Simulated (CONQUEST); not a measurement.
ZnS (Wurtzite-2H) under changes of volume

One of the cells (19.603 Å³/atom); the others are scaled copies at fixed shape and fractional positions:

```xyz
8
Lattice="3.8110 0.0000 0.0000 0.0000 6.2340 0.0000 0.0000 0.0000 6.6008" Properties=species:S:1:pos:R:3 pbc="T T T"
Zn    0.0000    3.1170    2.2003
Zn    1.9055    3.1170    5.5007
Zn    0.0000    0.0000    4.4006
Zn    1.9055    0.0000    1.1001
S     0.0000    5.5171    2.2003
S     1.9055    5.5171    5.5007
S     0.0000    2.4001    4.4006
S     1.9055    2.4001    1.1001
```

- Program: CONQUEST 1.3
- Functional: PBEsol
- Potentials or basis: PseudoDojo NC PBEsol, DZP, grid of 36 × 60 × 64 points
- k mesh: 7 × 5 × 4
- Occupations: fermi-dirac, width 0.05 eV
- Spin: no spin polarisation

```tsv
volume (Å³/atom)	energy over the lowest point (meV/atom)	pressure (GPa)	gap on the mesh (eV)	largest force (eV/Å)
18.427	?	?	?	?
18.819	14.10	4.5	2.58	0.411
19.211	5.36	2.7	2.46	0.393
19.603	0.83	1.1	2.35	0.366
19.995	0.00	-0.4	2.24	0.334
20.387	2.72	-1.8	2.13	0.310
20.779	8.40	-2.9	2.03	0.295
```

What does the run at 18.427 Å³/atom give?

Energy over the lowest point 27.27 meV/atom; pressure 6.4 GPa; gap on the mesh 2.70 eV; largest force 0.440 eV/Å.

Worked out: A Birch-Murnaghan fit of order 3 (a polynomial in V^(-2/3)) to the other rows has its minimum at 19.88 Å³/atom with B0 = V·E''(V) = 73 GPa and B' = 4.2 at fixed shape and positions, which overstates the stiffness. It gives 27.50 meV/atom at 18.427 Å³/atom, against the run's 27.27, and -dE/dV = 6.5 GPa, against 6.4. A straight line through the other rows of the gap, of slope -5.55 eV per unit of ln V, extrapolates to 2.69 eV, against the run's 2.70.

Energies are extrapolated to zero smearing.

Caveats: an odd mesh through Γ misses points on the zone boundary, where band edges often lie; the basis of atomic orbitals isn't converged, which shifts pressures, moduli and gaps.
